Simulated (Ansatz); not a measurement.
# AlP: the cost of one run

Method: DFT LDA, all-electron LAPW, scalar-relativistic unless said, in Ansatz 0.2.0.

The COD entry's cell or inner coordinates are ideal or old and differ from later refinements, so a difference from it is no clean test against experiment.

## Step 1: The structure to begin with

The structure is cubic, space group F-43m (No. 216). Conventional cell: a = 5.451 Å, b = 5.451 Å, c = 5.451 Å, α = 90.00°, β = 90.00°, γ = 90.00°. Around Al (site symmetry -43m) lie 4 P at 2.36 Å. Around P (site symmetry -43m) lie 4 Al at 2.36 Å.

Structure file:

```
CELL_PARAMETERS angstrom
0.00000 2.72550 2.72550
2.72550 0.00000 2.72550
2.72550 2.72550 0.00000
ATOMIC_POSITIONS crystal
Al 0.00000 0.00000 0.00000
P 0.75000 0.75000 0.75000
```

Cartesian axes are those of the input's lattice vectors. The structure goes back to a database entry.

## Step 2: Ansatz LAPW in place of Elk, fine mesh, LAPW

The input, input.yaml:

```yaml
crystal:
  lattice:
    - [0.0, 2.7255, 2.7255]
    - [2.7255, 0.0, 2.7255]
    - [2.7255, 2.7255, 0.0]
  atoms:
    - { symbol: Al, position: [0.0, 0.0, 0.0] }
    - { symbol: P, position: [0.75, 0.75, 0.75] }
kpoints:
  mp_grid: { grid: [8, 8, 8] }
scf:
  occupations: { method: fixed }
hamiltonian:
  xc: lda
  pseudopotentials: { kind: all_electron, lapw: { basis_error: 0.001 } }
output:
  forces: true
  stress: true
  eigenvalues: true
  eigenstates:
    nscf_kmesh: { grid: [16, 16, 16] }
    de_dk: true
    e_range: [-9, 11.43871]
  optics:
    e_range: [0, 25]
    de: 0.2
    sigma: 0.15
    bands: { spectra_wanted_up_to: 25 }
    nscf_kmesh: { grid: [16, 16, 16] }
checkpoint:
  write: ck
  write_wavefunctions: false
```

The run is started by

```sh
> ansatz run input.yaml --threads 1 --pin off --max-ram 3072MiB --backend cpu --events-out ev --progress --plain --runs-dir out
```

Q: Estimate wall time and peak memory on 1 thread of Arm Neoverse V2, shared host.

About 50 s, with a peak of 0.32 GiB.
